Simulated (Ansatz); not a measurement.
Crystal: TaN.

```
Ta N
1.0
     5.19600    0.00000    0.00000
    -2.59800    4.49987    0.00000
     0.00000    0.00000    2.91100
Ta N
3 3
Direct
  0.00000 0.00000 0.00000
  0.66667 0.33333 0.50000
  0.33333 0.66667 0.50000
  0.00000 0.39285 0.00000
  0.60715 0.60715 0.00000
  0.39285 0.00000 0.00000
```

```yaml
Program: Ansatz 0.2.0
Task: relaxation of cell and atoms
Functional: LDA
Potentials_or_basis: Ansatz PAW
Cutoff: "420 eV (not typed: the program's choice for these potentials)"
k_mesh: 6 × 6 × 9
Occupations: fermi-dirac, width 0.05 eV
Spin: no spin polarisation
```

At the start: volume 11.34 Å³/atom.

Question: Where does the relaxation end?

Answer: It ends after 9 steps and the volume is 11.00 Å³/atom (-3.0 %); space group P-62m (No. 189, to 0.05 Å).

Step by step:
```tsv
step	energy change (eV)	largest force (eV/Å)	volume (Å³)
1	0.0000	0.0505	68.06
2	-0.0590	0.0814	65.19
3	-0.0719	0.0083	66.04
4	-0.0724	0.0073	66.09
5	-0.0725	0.0193	66.05
6	-0.0725	0.0002	66.06
7	-0.0666	0.0003	66.06
8	-0.0667	0.0000	66.03
9	-0.0666	0.0000	66.03
```

Final structure:
```
Ta N
1.0
     5.15071    0.00000    0.00000
    -2.57535    4.46065    0.00000
     0.00000    0.00000    2.87390
Ta N
3 3
Direct
  0.00000 0.00000 0.00000
  0.66667 0.33333 0.50000
  0.33333 0.66667 0.50000
  0.00000 0.39334 0.00000
  0.60666 0.60666 0.00000
  0.39334 0.00000 0.00000
```

Caveat: the plane-wave basis is chosen anew once the cell has moved, so the energies of steps on either side of that aren't comparable; the pressure holds a Pulay correction of +0.6 GPa for the finite cutoff; the PAW data sets come from PBE, with cores solved anew for the run's functional, which leaves a small shift of forces and pressure.
